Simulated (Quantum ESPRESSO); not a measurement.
# Al (Pm-3m) in Quantum ESPRESSO: a series of runs

The runs below take Al through phonons, with PBE.

Everything below comes from runs of Quantum ESPRESSO 7.5. Logs are shortened: lines on timing, memory, paths and dates and some standing lists are left out, and cuts for length are marked.

## Step 1: The structure

The structure is cubic, space group Pm-3m (No. 221). The conventional cell has a = 2.722 Å, b = 2.722 Å, c = 2.722 Å, α = 90.00°, β = 90.00°, γ = 90.00°. Al (site symmetry m-3m) is surrounded by 6 Al at 2.72 Å.

The cell was built by a generator and needn't be a form met in nature.

## Step 2: Phonons, PBE

Input file pw.in:

```
&CONTROL
  calculation = 'scf'
  prefix = 'pwscf'
  outdir = './tmp'
  pseudo_dir = './pseudo'
  tprnfor = .true.
  tstress = .true.
  disk_io = 'low'
/
&SYSTEM
  ibrav = 0
  nat = 1
  ntyp = 1
  ecutwfc = 40
  nbnd = 6
  occupations = 'smearing'
  smearing = 'mv'
  degauss = 0.01469973
/
&ELECTRONS
  conv_thr = 2d-10
  electron_maxstep = 120
  mixing_beta = 0.5
/
ATOMIC_SPECIES
Al    26.9815 Al.upf
CELL_PARAMETERS angstrom
   2.7217600000    0.0000000000    0.0000000000
   0.0000000000    2.7217600000    0.0000000000
   0.0000000000    0.0000000000    2.7217600000
ATOMIC_POSITIONS crystal
Al     0.0000000000    0.0000000000    0.0000000000
K_POINTS automatic
10 10 10 0 0 0
```

Input file scf2.in:

```
&CONTROL
  calculation = 'scf'
  prefix = 'pwscf'
  outdir = './tmp'
  pseudo_dir = './pseudo'
  tprnfor = .true.
  tstress = .true.
  disk_io = 'low'
/
&SYSTEM
  ibrav = 0
  nat = 1
  ntyp = 1
  ecutwfc = 40
  nbnd = 6
  occupations = 'smearing'
  smearing = 'mv'
  degauss = 0.01469973
/
&ELECTRONS
  conv_thr = 1d-13
  electron_maxstep = 120
  mixing_beta = 0.5
  startingpot = 'file'
  startingwfc = 'file'
/
ATOMIC_SPECIES
Al    26.9815 Al.upf
CELL_PARAMETERS angstrom
   2.7217600000    0.0000000000    0.0000000000
   0.0000000000    2.7217600000    0.0000000000
   0.0000000000    0.0000000000    2.7217600000
ATOMIC_POSITIONS crystal
Al     0.0000000000    0.0000000000    0.0000000000
K_POINTS automatic
10 10 10 0 0 0
```

Input file ph.in:

```
phonons of Al
&INPUTPH
  prefix = 'pwscf'
  outdir = './tmp'
  tr2_ph = 1d-18
  fildyn = 'dyn'
  niter_ph = 90
  alpha_mix(1) = 0.4
/
0.5000000000 0.5000000000 0.0000000000
```

Potentials or basis: PseudoDojo 0.4 SR PBE stringent.

Started as:

```sh
$ OMP_NUM_THREADS=1 pw.x -in pw.in > pw.out
$ OMP_NUM_THREADS=1 pw.x -in scf2.in > scf2.out
$ OMP_NUM_THREADS=1 ph.x -in ph.in > ph.out
```

pw.out:

```text
This program is part of the open-source Quantum ESPRESSO suite
     for quantum simulation of materials; please cite
[... 9 lines left out ...]
     --------------------
     sticks:   dense  smooth     PW     G-vecs:    dense   smooth      PW
     Sum         341     341    113                 4697     4697     925

     Using Slab Decomposition

     bravais-lattice index     =            0
     lattice parameter (alat)  =       5.1434  a.u.
     unit-cell volume          =     136.0649 (a.u.)^3
     number of atoms/cell      =            1
     number of atomic types    =            1
     number of electrons       =         3.00
     number of Kohn-Sham states=            6
     kinetic-energy cutoff     =      40.0000  Ry
     charge density cutoff     =     160.0000  Ry
     scf convergence threshold =      2.0E-10
     mixing beta               =       0.5000
     number of iterations used =            8  plain     mixing
     Exchange-correlation= PBE
                           (   1   4   3   4   0   0   0)

     celldm(1)=   5.143381  celldm(2)=   0.000000  celldm(3)=   0.000000
     celldm(4)=   0.000000  celldm(5)=   0.000000  celldm(6)=   0.000000

     crystal axes: (cart. coord. in units of alat)
               a(1) = (   1.000000   0.000000   0.000000 )
               a(2) = (   0.000000   1.000000   0.000000 )
               a(3) = (   0.000000   0.000000   1.000000 )

     reciprocal axes: (cart. coord. in units 2 pi/alat)
               b(1) = (  1.000000  0.000000  0.000000 )
               b(2) = (  0.000000  1.000000  0.000000 )
               b(3) = (  0.000000  0.000000  1.000000 )

     PseudoPot. # 1 for Al read from file:
     Al.upf
     Pseudo is Norm-conserving + core correction, Zval =  3.0
     Generated using ONCVPSP code by D. R. Hamann
     Using radial grid of 1876 points,  6 beta functions with:
                l(1) =   0
                l(2) =   0
                l(3) =   1
                l(4) =   1
                l(5) =   2
                l(6) =   2

     atomic species   valence    mass     pseudopotential
     Al                3.00    26.98150     Al( 1.00)

     48 Sym. Ops., with inversion, found

   Cartesian axes

     site n.     atom                  positions (alat units)
         1        Al     tau(   1) = (   0.0000000   0.0000000   0.0000000  )

     number of k points=    56  Marzari-Vanderbilt smearing, width (Ry)=  0.0147
                       cart. coord. in units 2pi/alat
        k(    1) = (   0.0000000   0.0000000   0.0000000), wk =   0.0020000
        k(    2) = (   0.0000000   0.0000000   0.1000000), wk =   0.0120000
        k(    3) = (   0.0000000   0.0000000   0.2000000), wk =   0.0120000
        k(    4) = (   0.0000000   0.0000000   0.3000000), wk =   0.0120000
        k(    5) = (   0.0000000   0.0000000   0.4000000), wk =   0.0120000
        k(    6) = (   0.0000000   0.0000000  -0.5000000), wk =   0.0060000
[... 48 lines left out ...]
        k(   55) = (   0.4000000  -0.5000000  -0.5000000), wk =   0.0120000
        k(   56) = (  -0.5000000  -0.5000000  -0.5000000), wk =   0.0020000

     Dense  grid:     4697 G-vectors     FFT dimensions: (  24,  24,  24)

     Initial potential from superposition of free atoms

     starting charge       2.9976, renormalised to       3.0000
     Starting wfcs are    4 randomized atomic wfcs +    2 random wfcs

     Self-consistent Calculation

     iteration #  1     ecut=    40.00 Ry     beta= 0.50
     Davidson diagonalization with overlap
     ethr =  1.00E-02,  avg # of iterations =  7.0

     Threshold (ethr) on eigenvalues was too large:
     Diagonalizing with lowered threshold

     Davidson diagonalization with overlap
     ethr =  9.51E-05,  avg # of iterations =  4.6

     total energy              =      -4.60732075 Ry
     estimated scf accuracy    <       0.00271098 Ry

     iteration #  2     ecut=    40.00 Ry     beta= 0.50
     Davidson diagonalization with overlap
     ethr =  9.04E-05,  avg # of iterations =  1.0

     total energy              =      -4.60730942 Ry
     estimated scf accuracy    <       0.00058636 Ry

     iteration #  3     ecut=    40.00 Ry     beta= 0.50
     Davidson diagonalization with overlap
     ethr =  1.95E-05,  avg # of iterations =  1.3

     total energy              =      -4.60734087 Ry
     estimated scf accuracy    <       0.00000720 Ry

     iteration #  4     ecut=    40.00 Ry     beta= 0.50
     Davidson diagonalization with overlap
     c_bands:  1 eigenvalues not converged
     c_bands:  1 eigenvalues not converged
     c_bands:  1 eigenvalues not converged
     ethr =  2.40E-07,  avg # of iterations =  4.4

     total energy              =      -4.60734245 Ry
     estimated scf accuracy    <          8.3E-09 Ry

     iteration #  5     ecut=    40.00 Ry     beta= 0.50
     Davidson diagonalization with overlap
     c_bands:  1 eigenvalues not converged
     c_bands:  1 eigenvalues not converged
     c_bands:  1 eigenvalues not converged
     ethr =  2.78E-10,  avg # of iterations =  4.6

     total energy              =      -4.60734252 Ry
     estimated scf accuracy    <          1.5E-09 Ry

     iteration #  6     ecut=    40.00 Ry     beta= 0.50
     Davidson diagonalization with overlap
     ethr =  5.06E-11,  avg # of iterations =  1.2

     End of self-consistent calculation

          k = 0.0000 0.0000 0.0000 (   587 PWs)   bands (ev):

    -3.9588  13.5862  13.5862  14.7087  14.7087  14.7087

          k = 0.0000 0.0000 0.1000 (   583 PWs)   bands (ev):

    -3.7615  11.1045  13.7516  14.8747  14.8747  16.7856

          k = 0.0000 0.0000 0.2000 (   582 PWs)   bands (ev):

    -3.1719   8.1940  14.2316  15.3709  15.3709  18.5025

          k = 0.0000 0.0000 0.3000 (   586 PWs)   bands (ev):

    -2.1992   5.4966  14.9612  16.1908  16.1908  19.8391

          k = 0.0000 0.0000 0.4000 (   586 PWs)   bands (ev):

    -0.8707   3.1157  15.7507  17.2967  17.2967  21.0316

          k = 0.0000 0.0000-0.5000 (   586 PWs)   bands (ev):

     0.3881   1.5038  16.1421  18.2129  18.2129  19.7789

          k = 0.0000 0.1000 0.1000 (   579 PWs)   bands (ev):

    -3.5643  10.8316  11.8880  15.0404  15.7808  18.1616

          k = 0.0000 0.1000 0.2000 (   574 PWs)   bands (ev):

    -2.9754   8.3322  12.0122  15.5359  16.3930  20.0037

          k = 0.0000 0.1000 0.3000 (   578 PWs)   bands (ev):

    -2.0036   5.6700  12.8057  16.3538  17.1303  20.7478

          k = 0.0000 0.1000 0.4000 (   587 PWs)   bands (ev):

    -0.6761   3.2988  13.8224  17.4554  17.5781  19.4329

          k = 0.0000 0.1000-0.5000 (   588 PWs)   bands (ev):

     0.5852   1.6863  14.4760  17.1851  18.3639  19.3654

          k = 0.0000 0.2000 0.2000 (   577 PWs)   bands (ev):

    -2.3882   8.3050   9.7008  16.0284  16.9730  20.8523

          k = 0.0000 0.2000 0.3000 (   581 PWs)   bands (ev):

    -1.4193   6.1622  10.0304  16.7592  16.8403  19.4494

          k = 0.0000 0.2000 0.4000 (   585 PWs)   bands (ev):

    -0.0950   3.8412  11.1181  15.1563  17.9302  20.0165

          k = 0.0000 0.2000-0.5000 (   584 PWs)   bands (ev):

     1.1738   2.2298  11.9578  14.0424  18.8198  20.4300

          k = 0.0000 0.3000 0.3000 (   581 PWs)   bands (ev):

    -0.4552   6.4939   7.9334  14.6866  17.6412  19.9266

          k = 0.0000 0.3000 0.4000 (   577 PWs)   bands (ev):

     0.8632   4.7038   8.5585  12.5455  18.7133  21.0786

          k = 0.0000 0.3000-0.5000 (   576 PWs)   bands (ev):

     2.1448   3.1149   9.4710  11.2594  19.5810  21.1637

          k = 0.0000 0.4000 0.4000 (   570 PWs)   bands (ev):

     2.1732   5.4078   6.7325  10.2845  19.7639  22.4037

          k = 0.0000 0.4000-0.5000 (   568 PWs)   bands (ev):

     3.4829   4.2544   7.1884   8.9741  20.6419  21.9645

          k = 0.0000-0.5000-0.5000 (   576 PWs)   bands (ev):

     5.0460   5.0460   5.3056   7.7997  21.7523  22.3642

          k = 0.1000 0.1000 0.1000 (   579 PWs)   bands (ev):

    -3.3674  11.0024  11.0024  13.4766  18.3119  18.3119

          k = 0.1000 0.1000 0.2000 (   577 PWs)   bands (ev):

    -2.7791   8.4754  11.5076  13.6047  18.7331  20.5126

          k = 0.1000 0.1000 0.3000 (   575 PWs)   bands (ev):

    -1.8082   5.8431  12.3142  14.4220  19.1720  20.7948

          k = 0.1000 0.1000 0.4000 (   585 PWs)   bands (ev):

    -0.4818   3.4815  13.2957  15.6316  18.2436  19.0148

          k = 0.1000 0.1000-0.5000 (   582 PWs)   bands (ev):

     0.7819   1.8687  13.8901  17.0405  17.3328  17.3907

          k = 0.1000 0.2000 0.2000 (   578 PWs)   bands (ev):

    -2.1926   8.4786   9.7115  13.4970  19.4561  21.3319

          k = 0.1000 0.2000 0.3000 (   577 PWs)   bands (ev):

    -1.2247   6.3348  10.1055  14.2268  17.7699  21.3247

          k = 0.1000 0.2000 0.4000 (   575 PWs)   bands (ev):

     0.0983   4.0229  11.1748  14.8738  16.2322  19.2682

          k = 0.1000 0.2000-0.5000 (   580 PWs)   bands (ev):

     1.3689   2.4117  11.9571  14.2219  16.8361  17.8789

          k = 0.1000 0.3000 0.3000 (   579 PWs)   bands (ev):

    -0.2619   6.6692   8.0773  14.3578  15.8878  21.6449

          k = 0.1000 0.3000 0.4000 (   583 PWs)   bands (ev):

     1.0548   4.8833   8.7076  12.6763  16.5060  20.0246

          k = 0.1000 0.3000-0.5000 (   590 PWs)   bands (ev):

     2.3372   3.2959   9.5997  11.4411  17.5046  18.6924

          k = 0.1000 0.4000 0.4000 (   581 PWs)   bands (ev):

     2.3623   5.5838   6.9046  10.4547  17.5855  20.5498

          k = 0.1000 0.4000-0.5000 (   578 PWs)   bands (ev):

     3.6707   4.4335   7.3547   9.1585  18.6256  19.6453

          k = 0.1000-0.5000-0.5000 (   576 PWs)   bands (ev):

     5.2223   5.2223   5.4910   7.9873  20.0312  20.1789

          k = 0.2000 0.2000 0.2000 (   573 PWs)   bands (ev):

    -1.6081   8.9940   8.9940  11.7960  20.4207  20.4207

          k = 0.2000 0.2000 0.3000 (   585 PWs)   bands (ev):

    -0.6435   6.8285   9.8248  12.1672  17.8621  18.8979

          k = 0.2000 0.2000 0.4000 (   584 PWs)   bands (ev):

     0.6754   4.5608  10.8631  13.3244  15.7481  16.8010

          k = 0.2000 0.2000-0.5000 (   584 PWs)   bands (ev):

     1.9512   2.9534  11.5282  14.7209  14.7822  15.0221

          k = 0.2000 0.3000 0.3000 (   579 PWs)   bands (ev):

     0.3153   7.1902   8.3993  12.2589  15.7299  18.6832

          k = 0.2000 0.3000 0.4000 (   583 PWs)   bands (ev):

     1.6266   5.4148   9.0837  12.7530  14.1532  17.0960

          k = 0.2000 0.3000-0.5000 (   584 PWs)   bands (ev):

     2.9108   3.8347   9.8984  11.9783  14.9351  15.5945

          k = 0.2000 0.4000 0.4000 (   585 PWs)   bands (ev):

     2.9260   6.1077   7.3952  10.9394  14.7854  17.5721

          k = 0.2000 0.4000-0.5000 (   582 PWs)   bands (ev):

     4.2296   4.9666   7.8318   9.7045  15.8934  16.6055

          k = 0.2000-0.5000-0.5000 (   580 PWs)   bands (ev):

     5.7471   5.7471   6.0339   8.5424  17.1985  17.5456

          k = 0.3000 0.3000 0.3000 (   588 PWs)   bands (ev):

     1.2671   8.0347   8.0347  10.9201  16.0202  16.0202

          k = 0.3000 0.3000 0.4000 (   584 PWs)   bands (ev):

     2.5682   6.2598   9.1065  11.6175  13.8444  14.8719

          k = 0.3000 0.3000-0.5000 (   582 PWs)   bands (ev):

     3.8541   4.7107   9.8205  12.7610  12.9161  13.2892

          k = 0.3000 0.4000 0.4000 (   582 PWs)   bands (ev):

     3.8520   6.9597   8.0531  11.4552  12.6562  14.8924

          k = 0.3000 0.4000-0.5000 (   588 PWs)   bands (ev):

     5.1434   5.8330   8.5028  10.5780  13.5053  13.8859

          k = 0.3000-0.5000-0.5000 (   588 PWs)   bands (ev):

     6.6013   6.6013   6.8840   9.4306  14.5145  14.5146

          k = 0.4000 0.4000 0.4000 (   588 PWs)   bands (ev):

     5.1073   8.0506   8.0506  11.0310  12.6920  12.6920

          k = 0.4000 0.4000-0.5000 (   590 PWs)   bands (ev):

     6.3717   6.9417   8.7957  11.5758  11.7271  12.1111

          k = 0.4000-0.5000-0.5000 (   588 PWs)   bands (ev):

     7.6986   7.6986   7.8826  10.5171  12.3072  12.3072

          k =-0.5000-0.5000-0.5000 (   624 PWs)   bands (ev):

     8.4543   8.4543   8.4543  11.1795  11.1795  12.4579

     the Fermi energy is     5.6050 ev

!    total energy              =      -4.60734252 Ry
     estimated scf accuracy    <          6.9E-11 Ry
     smearing contrib. (-TS)   =      -0.00003168 Ry
     internal energy E=F+TS    =      -4.60731085 Ry

     The total energy is F=E-TS. E is the sum of the following terms:
     one-electron contribution =       2.41609613 Ry
     hartree contribution      =       0.03263771 Ry
     xc contribution           =      -2.09127974 Ry
     ewald contribution        =      -4.96476495 Ry

     convergence has been achieved in   6 iterations

     Forces acting on atoms (cartesian axes, Ry/au):

     atom    1 type  1   force =     0.00000000    0.00000000    0.00000000

     Total force =     0.000000     Total SCF correction =     0.000000

     Computing stress (Cartesian axis) and pressure

          total   stress  (Ry/bohr**3)                   (kbar)     P=        2.01
   0.00001363   0.00000000   0.00000000            2.01        0.00        0.00
   0.00000000   0.00001363   0.00000000            0.00        2.01        0.00
   0.00000000   0.00000000   0.00001363            0.00        0.00        2.01

=------------------------------------------------------------------------------=
   JOB DONE.
=------------------------------------------------------------------------------=
```

It took 19 s on 1 thread of Arm Neoverse V2, shared host; peak memory 0.09 GiB.

Results:

- Free energy: -62.6861 eV
- Pressure after relaxing: 0.2 GPa
- Band gap on the k mesh: none (metal or under the smearing width)
- Highest phonon frequency at the q point run: 297 cm⁻¹
- Most unstable mode: 150i cm⁻¹

Levels at points of the mesh, in eV from the Fermi level:
```csv
k point,band 1,band 2,band 3,band 4
"(0.00, 0.00, 0.00)",-9.56,7.98,7.98,9.10
"(0.00, 0.00, -0.50)",-5.22,-4.10,10.54,12.61
"(0.00, -0.50, -0.50)",-0.56,-0.56,-0.30,2.19
"(-0.50, -0.50, -0.50)",2.85,2.85,2.85,5.57
```

Phonon frequencies in cm⁻¹ (negative: imaginary):
```tsv
q point	frequencies
(0.500, 0.500, 0.000)	-150 297 297
```

Phonon modes at q = (0.500, 0.500, 0.000) in reciprocal lattice units:
| mode | symmetry | cm⁻¹ |
| --- | --- | --- |
| 1 | A_2u | -150 |
| 2 | E_u | 297 |
| 3 | E_u | 297 |

Caveat: the mesh is thin for the phonons of a metal; some modes are imaginary.

(Part 1 of 2 ends here.)
